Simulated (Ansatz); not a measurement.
# BeTe (F-43m) in Ansatz: notebook

The runs below take BeTe through single point, with PBE.

All numbers are computed with Ansatz 0.2.0; they aren't measurements. Logs are shortened: lines on timing, memory, paths and dates and some standing lists are left out, and cuts for length are marked.

## Step 1: The crystal as given

The structure is cubic, space group F-43m (No. 216). The conventional cell has a = 5.540 Å, b = 5.540 Å, c = 5.540 Å, α = 90.00°, β = 90.00°, γ = 90.00°. Te (site symmetry -43m) is surrounded by 4 Be at 2.40 Å. Around Be (site symmetry -43m) lie 4 Te at 2.40 Å.

## Step 2: Single point, PBE, 19.98 Å³/atom (volume scaled by 0.94)

input.yaml

```yaml
crystal:
  lattice:
    - [0.0, 2.7134535211, 2.7134535211]
    - [2.7134535211, 0.0, 2.7134535211]
    - [2.7134535211, 2.7134535211, 0.0]
  atoms:
    - { symbol: Te, position: [0.75, 0.75, 0.75] }
    - { symbol: Be, position: [0.0, 0.0, 0.0] }
kpoints:
  mp_grid: { grid: [8, 8, 8] }
scf:
  occupations: { method: fermi_dirac, width: 0.05 }
hamiltonian:
  xc: pbe
  pseudopotentials: { kind: all_electron, lapw: { basis_error: 0.0005 } }
output:
  forces: true
  stress: true
  eigenvalues: true
```

Potentials or basis: all-electron LAPW, scalar-relativistic.

Started as:

```
ansatz run input.yaml --threads 1 --pin off --max-ram 3072MiB --backend cpu --events-out ev --progress --plain --runs-dir out
```

The log of the run:

```text
Warning: RAYON_NUM_THREADS=1 ignored (pool sized by the plan → 1); use --threads N
LAPW: plane waves up to 8.307 Å⁻¹, error target 5.0e-4 eV per atom; small_component_spin mean_spin; Be in spheres of 0.937 Å, 4 of its electrons in bands, Dirac shells []; Te in spheres of 1.413 Å, 24 of its electrons in bands, Dirac shells [] (how accurate: hamiltonian.pseudopotentials.lapw.basis_error, Limitations)
Engine: ansatz 0.2.0, aarch64-unknown-linux-gnu
Pseudopotentials: kind: all_electron
Pseudopotential: Te, LAPW, valence charge 24, lapw/all_electron/scalar/gaussian/Te, Koelling and Harmon's equation, gaussian nucleus
Pseudopotential: Be, LAPW, valence charge 4, lapw/all_electron/scalar/gaussian/Be, Koelling and Harmon's equation, gaussian nucleus
Functional definition: PBE
  parameter kappa = 0.804
  parameter beta = 0.06672455060314922
  exchange = pbe_x(kappa = kappa, mu = beta*pi^2/3)
  correlation = pbe_c(beta = beta)
Crystal: 2 atoms, lattice volume = 39.957 Å³
Basis set: ecut = 262.8867629420769 eV, 387 PW (Γ), exchange–correlation at level 2
Bands: 18, of which v1, the nominal top of the filled ones, is band 14 counted from 1 (13 counted from 0)
Symmetry: 24 space group operations
Space group: F-43m (ITA 216), of the structure as read, at distance tolerance 3.4e-5 Å
k-points: 29 of 512 (time reversal used)
Non-local potential: Te, projectors of the file, none
Non-local potential: Be, projectors of the file, none
Initial density: superposition of atomic densities (chi_scale 0.1, normalization cell, long waves kept (reshape's long-wave potential 0.00 eV rms))
Initial wavefunctions: plane waves of lowest kinetic energy (no species holds an atomic orbital)
Functional: x = pbe(κ = 0.804, μ = 0.2195149727645171), c = pbe(β = 0.06672455060314922)
iter 1 solved again at ethr=2.30e-3 eV; its pass at ethr=1.00e-1 eV (dr2=6.43e-1 eV) is discarded
SCF iter   1: F=—  HF=-185287.062344 eV  |F-HF|=—  |Δ(HF+E_count)|=         —  Δρ=3.30e-2  dr2=6.44e-1  ethr=2.30e-3  ⟨swp⟩=2.0  Hψ=3763  notcnv=0
preconditioner: auto → none  [insulator: Δε(μ)=1.747 eV  Ē_g=10.845 eV  σ=0.050 eV  W_gap=1.00  n_scr=14 (ndim 8)  ℏωp=16.6 eV  f_vac=0.000  D(μ)=0.00/eV (n_scr^D=0)  ε∞_Penn≈3.3]
SCF iter   2: F=—  HF=-185286.867743 eV  |F-HF|=—  |Δ(HF+E_count)|=   1.95e-1  Δρ=1.14e-2  dr2=6.47e-2  ethr=2.30e-3  ⟨swp⟩=3.0  Hψ=1646  notcnv=0
iter 3 solved again at ethr=1.02e-5 eV; its pass at ethr=2.31e-4 eV (dr2=2.86e-3 eV) is discarded
SCF iter   3: F=—  HF=-185286.858713 eV  |F-HF|=—  |Δ(HF+E_count)|=   9.03e-3  Δρ=2.67e-3  dr2=2.84e-3  ethr=1.02e-5  ⟨swp⟩=2.0  Hψ=2609  notcnv=0
SCF iter   4: F=—  HF=-185286.858877 eV  |F-HF|=—  |Δ(HF+E_count)|=         —  Δρ=6.39e-4  dr2=2.01e-4  ethr=1.02e-5  ⟨swp⟩=2.9  Hψ=1492  notcnv=0
the basis was enlarged: its passes take 181.8 KiB over the memory plan, 1 of 1 planned eigensolver slots
SCF iter   5: F=—  HF=-185286.858940 eV  |F-HF|=—  |Δ(HF+E_count)|=   6.27e-5  Δρ=1.27e-4  dr2=5.49e-6  ethr=7.18e-7  ⟨swp⟩=2.0  Hψ=1447  notcnv=0
SCF iter   6: F=-185286.858949 eV  HF=-185286.858949 eV  |F-HF|=1.13e-7  |Δ(HF+E_count)|=   9.12e-6  Δρ=1.20e-5  dr2=3.46e-8  ethr=1.96e-8  ⟨swp⟩=3.0  Hψ=1544  notcnv=0
SCF 1 converged in 6 iterations: F = -185286.858949 eV  dr2 = 3.46e-8
SCF converged after 6 iterations
Free energy (F): -185286.858949 eV
Harris-Foulkes:  -185286.858949 eV  (|F-HF|=1.13e-7)
Internal energy: -185286.858949 eV  (E = F + TS)
E sigma→0 (E₀):  -185286.858949 eV
Fermi energy:    11.649576 eV
--- Per-component energies (eV) ---
  E_band       = -1278.382028
  E_kinetic    = 195661.545323
  E_xc         = -4871.801306
  E_electrostatic = -376076.602966  (all electrons and nuclei)
  E_smearing   = -0.000000  (= −TS)
  E_closure    = 0.000000  (closes the sum)
  E_atoms      = -185279.416502  (free atoms, spherical and without spin; not in F)
  Σ components = -185286.858949   (vs F -185286.858949, Δ=0.00e0)
  Basis errors (estimates in eV, not in F): energy 2.6e-4 per atom: plane waves 2.4e-4 (1.4e-4 summed), levels above the bands 5.0e-66, relativity 1.3e-8, radial functions 1.8e-5, core shells 3.4e-9; eigenvalues (radial functions only) 1.1e-6; not estimated: angular momenta, meshes, grids; target (lapw.basis_error) 5.0e-4; muffin-tin radii Be 0.937 Å, Te 1.413 Å
--- Forces (eV/Å), atoms counted from 1 ---
  atom   1  Te     0.00000000    -0.00000000    -0.00000000
  atom   2  Be    -0.00000000     0.00000000    -0.00000000
  max |Σ_I F_I| component: 8.33e-17 eV/Å
--- Stress (GPa, compression-positive) ---
        9.337195       0.000000      -0.000000
        0.000000       9.337195       0.000000
       -0.000000       0.000000       9.337195
  P = ⅓ Tr σ = 9.3372 GPa (93.372 kbar)
--- Band table (eV; the first three rows and the last of 29) ---
  k-point 0: bands = ["-148.2789", "-98.3224", "-98.3224", "-98.3224", "-89.4258", "-25.6915", "-25.6915", "-25.6915", "-25.6715", "-25.6715", "-2.2860", "10.8031", "10.8031", "10.8031", "14.3239", "14.3239", "14.3239", "15.4825"]
  k-point 1: bands = ["-148.2789", "-98.3224", "-98.3224", "-98.3224", "-89.4257", "-25.6910", "-25.6907", "-25.6907", "-25.6714", "-25.6714", "-2.1137", "9.3354", "10.5146", "10.5146", "14.5019", "14.7292", "14.7292", "16.6470"]
  k-point 2: bands = ["-148.2789", "-98.3224", "-98.3224", "-98.3224", "-89.4257", "-25.6899", "-25.6890", "-25.6890", "-25.6710", "-25.6710", "-1.6317", "7.0846", "9.9973", "9.9973", "14.3813", "15.3142", "15.3142", "18.3792"]
  k-point 28: bands = ["-148.2789", "-98.3224", "-98.3224", "-98.3224", "-89.4257", "-25.6877", "-25.6869", "-25.6808", "-25.6729", "-25.6690", "0.0106", "5.7172", "6.4860", "7.0319", "16.1615", "16.2776", "16.6096", "17.4531"]
```

Wall time 8.3 s (1 thread of Arm Neoverse V1, shared host); peak memory 0.26 GiB.

Results:

| Item | Value |
| --- | --- |
| Free energy | -185286.8589 eV |
| Pressure | 9.3 GPa |
| Band gap on the k mesh | 1.69 eV, indirect (least direct gap 3.52 eV) |

Caveat: spin-orbit coupling is left out, which moves the levels of the heavy elements.

## Step 3: Single point, PBE, 20.40 Å³/atom (volume scaled by 0.96)

Changes to input.yaml since step 2:

```diff
@@ -2,5 +2,5 @@
   lattice:
-    - [0.0, 2.7134535211, 2.7134535211]
-    - [2.7134535211, 0.0, 2.7134535211]
-    - [2.7134535211, 2.7134535211, 0.0]
+    - [0.0, 2.7325629784, 2.7325629784]
+    - [2.7325629784, 0.0, 2.7325629784]
+    - [2.7325629784, 2.7325629784, 0.0]
   atoms:
```

Potentials or basis: all-electron LAPW, scalar-relativistic.

Started as:

```
ansatz run input.yaml --threads 1 --pin off --max-ram 3072MiB --backend cpu --events-out ev --progress --plain --runs-dir out
```

Run time: 8.3 s. Hardware: 1 thread of Arm Neoverse V1, shared host; peak memory 0.26 GiB.

Results (log left out):

| Item | Value |
| --- | --- |
| Free energy | -185286.9035 eV |
| Pressure | 7.5 GPa |
| Band gap on the k mesh | 1.75 eV, indirect (least direct gap 3.54 eV) |

Caveat: spin-orbit coupling is left out, which moves the levels of the heavy elements.

## Step 4: Single point, PBE, 20.83 Å³/atom (volume scaled by 0.98)

Changes to input.yaml since step 3:

```diff
@@ -2,5 +2,5 @@
   lattice:
-    - [0.0, 2.7325629784, 2.7325629784]
-    - [2.7325629784, 0.0, 2.7325629784]
-    - [2.7325629784, 2.7325629784, 0.0]
+    - [0.0, 2.7514088358, 2.7514088358]
+    - [2.7514088358, 0.0, 2.7514088358]
+    - [2.7514088358, 2.7514088358, 0.0]
   atoms:
```

Started as:

```
ansatz run input.yaml --threads 1 --pin off --max-ram 3072MiB --backend cpu --events-out ev --progress --plain --runs-dir out
```

It took 8.3 s on 1 thread of Arm Neoverse V1, shared host; peak memory 0.26 GiB.

It converged, with:

* Free energy: -185286.9387 eV
* Pressure: 5.8 GPa
* Band gap on the k mesh: 1.81 eV, indirect (least direct gap 3.57 eV)

Caveat: spin-orbit coupling is left out, which moves the levels of the heavy elements.

## Step 5: Single point, PBE, 21.25 Å³/atom

Changes to input.yaml since step 4:

```diff
@@ -2,5 +2,5 @@
   lattice:
-    - [0.0, 2.7514088358, 2.7514088358]
-    - [2.7514088358, 0.0, 2.7514088358]
-    - [2.7514088358, 2.7514088358, 0.0]
+    - [0.0, 2.77, 2.77]
+    - [2.77, 0.0, 2.77]
+    - [2.77, 2.77, 0.0]
   atoms:
```

Started as:

```
ansatz run input.yaml --threads 1 --pin off --max-ram 3072MiB --backend cpu --events-out ev --progress --plain --runs-dir out
```

Run time: 8 s. Hardware: 1 thread of Arm Neoverse V1, shared host; peak memory 0.26 GiB.

Results (log left out):

```
Free energy            : -185286.9653 eV
Pressure               : 4.3 GPa
Band gap on the k mesh : 1.86 eV, indirect (least direct gap 3.59 eV)
```

Caveat: spin-orbit coupling is left out, which moves the levels of the heavy elements.

## Step 6: Single point, PBE, 21.68 Å³/atom (volume scaled by 1.02)

Changes to input.yaml since step 5:

```diff
@@ -2,5 +2,5 @@
   lattice:
-    - [0.0, 2.77, 2.77]
-    - [2.77, 0.0, 2.77]
-    - [2.77, 2.77, 0.0]
+    - [0.0, 2.7883449055, 2.7883449055]
+    - [2.7883449055, 0.0, 2.7883449055]
+    - [2.7883449055, 2.7883449055, 0.0]
   atoms:
```

Potentials or basis: all-electron LAPW, scalar-relativistic.

Started as:

```
ansatz run input.yaml --threads 1 --pin off --max-ram 3072MiB --backend cpu --events-out ev --progress --plain --runs-dir out
```

It took 7.9 s on 1 thread of Arm Neoverse V1, shared host; peak memory 0.26 GiB.

It converged, with:

```yaml
Free_energy: -185286.9842 eV
Pressure: 2.9 GPa
Band_gap_on_the_k_mesh: 1.91 eV, indirect (least direct gap 3.60 eV)
```

Caveat: spin-orbit coupling is left out, which moves the levels of the heavy elements.

## Step 7: Single point, PBE, 22.10 Å³/atom (volume scaled by 1.04)

Changes to input.yaml since step 6:

```diff
@@ -2,5 +2,5 @@
   lattice:
-    - [0.0, 2.7883449055, 2.7883449055]
-    - [2.7883449055, 0.0, 2.7883449055]
-    - [2.7883449055, 2.7883449055, 0.0]
+    - [0.0, 2.8064515486, 2.8064515486]
+    - [2.8064515486, 0.0, 2.8064515486]
+    - [2.8064515486, 2.8064515486, 0.0]
   atoms:
```

Started as:

```
ansatz run input.yaml --threads 1 --pin off --max-ram 3072MiB --backend cpu --events-out ev --progress --plain --runs-dir out
```

Run time: 8 s. Hardware: 1 thread of Arm Neoverse V1, shared host; peak memory 0.26 GiB.

The run converged. Its results:

| Quantity | Value |
| --- | --- |
| Free energy | -185286.9961 eV |
| Pressure | 1.6 GPa |
| Band gap on the k mesh | 1.96 eV, indirect (least direct gap 3.62 eV) |

Caveat: spin-orbit coupling is left out, which moves the levels of the heavy elements.

## Step 8: Single point, PBE, 22.53 Å³/atom (volume scaled by 1.06)

Changes to input.yaml since step 7:

```diff
@@ -2,5 +2,5 @@
   lattice:
-    - [0.0, 2.8064515486, 2.8064515486]
-    - [2.8064515486, 0.0, 2.8064515486]
-    - [2.8064515486, 2.8064515486, 0.0]
+    - [0.0, 2.8243275181, 2.8243275181]
+    - [2.8243275181, 0.0, 2.8243275181]
+    - [2.8243275181, 2.8243275181, 0.0]
   atoms:
```

Started as:

```
ansatz run input.yaml --threads 1 --pin off --max-ram 3072MiB --backend cpu --events-out ev --progress --plain --runs-dir out
```

It took 7.9 s on 1 thread of Arm Neoverse V1, shared host; peak memory 0.25 GiB.

Results (log left out):

* Free energy: -185287.0016 eV
* Pressure: 0.5 GPa
* Band gap on the k mesh: 2.01 eV, indirect (least direct gap 3.64 eV)

Caveat: spin-orbit coupling is left out, which moves the levels of the heavy elements.

## Step 9: The reference run

An earlier run on the cell as given: functional PBE; potentials or basis all-electron LAPW, scalar-relativistic; cutoff 227 eV (chosen from the basis error); basis error allowed 0.001 eV/atom; k mesh 8 × 8 × 8; occupations fermi-dirac, width 0.05 eV; no spin polarisation.

- Pressure: 4.3 GPa
- Band gap on the k mesh: 1.86 eV, indirect (least direct gap 3.59 eV)
- Loewdin charges: Te -0.90; Be +1.30 e
